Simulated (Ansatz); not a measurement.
# Clamped-ion strain scan in Na

All numbers below come from Ansatz, DFT PBE, scalar-relativistic, plane waves, PAW. Settings: plane waves to 420 eV, k-mesh 16×16×16 (Γ-centred), Gaussian smearing 0.15 eV. No spin polarisation. Energies are free energies at this smearing, counted from the undisturbed cell; pressure is positive in compression.

Zero of the scan (as given, not relaxed at this level; it stands at -0.2 GPa):

```
Na
1.0
    -2.11750    2.11750    2.11750
     2.11750   -2.11750    2.11750
     2.11750    2.11750   -2.11750
Na
1
Direct
  0.00000 0.00000 0.00000
```

The cell is strained by ε times the Voigt pattern (0, 0, 0, 0, 1, 0) (xx, yy, zz, yz, xz, xy; engineering shear) with fractional coordinates fixed. The cell is metallic on the mesh throughout.

```tsv
ε	ΔE (meV/atom)	stress summed along the pattern (GPa, tension positive)	pressure (GPa)
-0.1000	7.3	-0.63	-0.2
-0.0500	1.8	-0.31	-0.2
0.0000	0.0	0.00	-0.2
0.0125	0.1	0.08	-0.2
0.0250	0.5	0.16	-0.2
0.0375	1.0	0.23	-0.2
0.0625	2.9	0.39	-0.2
0.0750	?	0.47	-0.2
0.0875	?	?	-0.2
```

By symmetry 0.1000 repeats -0.1000, -0.0750 repeats 0.0750, 0.0500 repeats -0.0500, -0.0250 repeats 0.0250 in energy, with the opposite slope along the path.

(1) Give the withheld values.

Results:

(1) ΔE (meV/atom) at ε = 0.0750: 4.1; ΔE (meV/atom) at ε = 0.0875: 5.6; stress summed along the pattern (GPa, tension positive) at ε = 0.0875: 0.55.